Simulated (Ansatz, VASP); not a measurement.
**Hf: VASP beside Ansatz**

Contents of INCAR:

```
PREC = Accurate
ENCUT = 520
EDIFF = 1E-7
ISMEAR = -1
SIGMA = 0.1
LREAL = F
LASPH = T
NELM = 60
ALGO = Normal
ISIF = 2
LWAVE = F
LCHARG = F
GGA = CA
NBANDS = 22
```

KPOINTS

```
Automatic mesh
0
Gamma
  9 9 12
```

The input POSCAR:

```
Hf
1.0
    4.9842134364      0.0000000000      0.0000000000
   -2.4921067182      4.3164554538      0.0000000000
    0.0000000000      0.0000000000      3.1065615893
Hf
3
Direct
    1.0000000000      1.0000000000      1.0000000000
    0.3333333333      0.6666666667      0.5000000000
    0.6666666667      0.3333333333      0.5000000000
```

Input for Ansatz:

```yaml
crystal:
  lattice:
    - [4.9842134364, 0.0, 0.0]
    - [-2.4921067182, 4.3164554538, 0.0]
    - [0.0, 0.0, 3.1065615893]
  atoms:
    - { symbol: Hf, position: [1.0, 1.0, 1.0] }
    - { symbol: Hf, position: [0.3333333333, 0.6666666667, 0.5] }
    - { symbol: Hf, position: [0.6666666667, 0.3333333333, 0.5] }
hamiltonian:
  xc: lda
  pseudopotentials:
    kind: paw
    azcp:
      Hf: "pseudopotentials/Hf.paw.azcp"
basis:
  ecutwfc: 420
  fft_grid_basis: typed
kpoints:
  mp_grid: { grid: [9, 9, 12], shift: [0, 0, 0] }
magnetization:
  spin_polarized: false
scf:
  occupations: { method: fermi_dirac, width: 0.1 }
  lower_state_search: "off"
output:
  stress: true
```

Alike in both runs: task single point; functional LDA; k mesh 9 × 9 × 12; occupations fermi-dirac, width 0.1 eV; no spin polarisation.

```csv
,VASP,Ansatz
version,VASP 6.6.1,Ansatz 0.2.0
potentials or method,"VASP PAW LDA potentials, release 64 (Hf_pv)","plane waves (420 eV) with PAW, scalar-relativistic"
plane-wave cutoff (eV),520,420
valence electrons in the cell,30,78
```

Ansatz gave:

```
pressure (GPa)                                  : -8.1
largest component of the traceless stress (GPa) : 0.00
```

**Question.** What did VASP give for the same quantities?

**Answer.** Pressure (GPa): -8.1; largest component of the traceless stress (GPa): 0.10.

The two sets of potentials don't hold the same shells in valence. Ansatz warned: «pseudo_functional_mismatch».

Spin-orbit coupling is left out, which matters for the levels of Hf.
